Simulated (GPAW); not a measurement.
Y:

```
Y
1.0
     0.00000    2.55199    2.55199
     2.55199    0.00000    2.55199
     2.55199    2.55199    0.00000
Y
1
Direct
  0.00000 0.00000 0.00000
```

This isn't the form of Y at room conditions, which is hcp.

```yaml
Program: GPAW 26.7.0
Task: single point
Functional: PBE
Potentials_or_basis: GPAW PAW data sets (gpaw-data 1.2.1)
Cutoff: 600 eV
Basis: pw
k_mesh: 9 × 9 × 9
Occupations: fermi-dirac, width 0.05 eV
Spin: no spin polarisation
```

On this cell: pressure -0.9 GPa; band gap on the k mesh none (metal or under the smearing width).

The same run follows on a disturbed copy (cell strained at random at fixed volume):

```
Y
1.0
     0.02633    2.56043    2.58486
     2.55941    0.04610    2.56509
     2.57995    2.56119    0.02557
Y
1
Direct
  0.01034 0.99772 0.00314
```

Task: What does the disturbed cell give?

Result: The energy (extrapolated to zero smearing) moves by +2.2 meV/atom; pressure -0.9 GPa; band gap on the k mesh none (metal or under the smearing width).

Stress tensor (GPa, compression positive):
```
-0.90 -0.55 -0.08
-0.55 -0.71 -0.53
-0.08 -0.53 -0.96
```
